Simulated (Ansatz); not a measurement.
Here is an Ansatz 0.2.0 calculation.

The input input.yaml:

```yaml
crystal:
  lattice:
    - [0.0, 2.03, 2.03]
    - [2.03, 0.0, 2.03]
    - [2.03, 2.03, 0.0]
  atoms:
    - { symbol: Ti, position: [0.0, 0.0, 0.0] }
hamiltonian:
  xc: pbesol
  pseudopotentials: { kind: paw }
kpoints:
  mp_grid: { grid: [8, 8, 8] }
scf:
  occupations: { method: fermi_dirac, width: 0.05 }
phonons:
  method: dfpt
```

Potentials or basis: Ansatz PAW.

Run with:

```bash
$ ansatz run input.yaml --threads 2 --pin off --max-ram 5632MiB --backend cpu --events-out ev --progress --plain --runs-dir out
```

Q: Predict the band gap on the k mesh.

A: None (metal or under the smearing width).
